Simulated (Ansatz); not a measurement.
# FeCo (Wairauite): the cost of one run

Method: DFT LDA, scalar-relativistic, plane waves, PAW, in Ansatz 0.2.0.

## Step 1: The system as given

It takes space group Pm-3m (No. 221, cubic). Conventional cell: a = 2.765 Å, b = 2.765 Å, c = 2.765 Å, α = 90.00°, β = 90.00°, γ = 90.00°. Around Fe (site symmetry m-3m) lie 8 Co at 2.39 Å. Co (site symmetry m-3m) has 8 Fe at 2.39 Å as nearest neighbours.

Structure file:

```cif
data_structure
_symmetry_space_group_name_H-M 'Pm-3m'
_symmetry_Int_Tables_number 221
_cell_length_a 2.7654
_cell_length_b 2.7654
_cell_length_c 2.7654
_cell_angle_alpha 90.000
_cell_angle_beta 90.000
_cell_angle_gamma 90.000
_cell_volume 21.15
loop_
_atom_site_label
_atom_site_type_symbol
_atom_site_symmetry_multiplicity
_atom_site_Wyckoff_symbol
_atom_site_fract_x
_atom_site_fract_y
_atom_site_fract_z
_atom_site_occupancy
Fe1 Fe 1 b 0.50000 0.50000 0.50000 1
Co1 Co 1 a 0.00000 0.00000 0.00000 1
```

An earlier run at LDA left this cell at 10.574 Å³/atom and -0.06 GPa (16×16×16 mesh).

Volume factors to run: 0.980, 1.020, 0.960, 1.040.

## Step 2: At 0.980 of the relaxed volume

The input, input.yaml:

```yaml
crystal:
  lattice:
    - [2.7468487439, 0.0, 0.0]
    - [0.0, 2.7468487439, 0.0]
    - [0.0, 0.0, 2.7468487439]
  atoms:
    - { symbol: Fe, position: [0.5, 0.5, 0.5], spin: 2.86 }
    - { symbol: Co, position: [0.0, 0.0, 0.0], spin: 1.94 }
basis:
  ecutwfc: 420
  ecutrho_ratio: 4
kpoints:
  mp_grid: { grid: [16, 16, 16] }
hamiltonian:
  xc: lda
scf:
  occupations: { method: gaussian, width: 0.05 }
output:
  forces: true
  stress: true
  eigenvalues: true
  populations: true
magnetization:
  spin_polarized: true
```

Command:

```sh
ansatz run input.yaml --threads 1 --pin off --max-ram 2560MiB --backend cpu --events-out ev --progress --plain --runs-dir out
```

**Question.** How long does this run take on 1 thread of Intel Xeon at 2.70GHz, shared host, and how much memory does it need?

About 25 s, with a peak of 0.45 GiB.
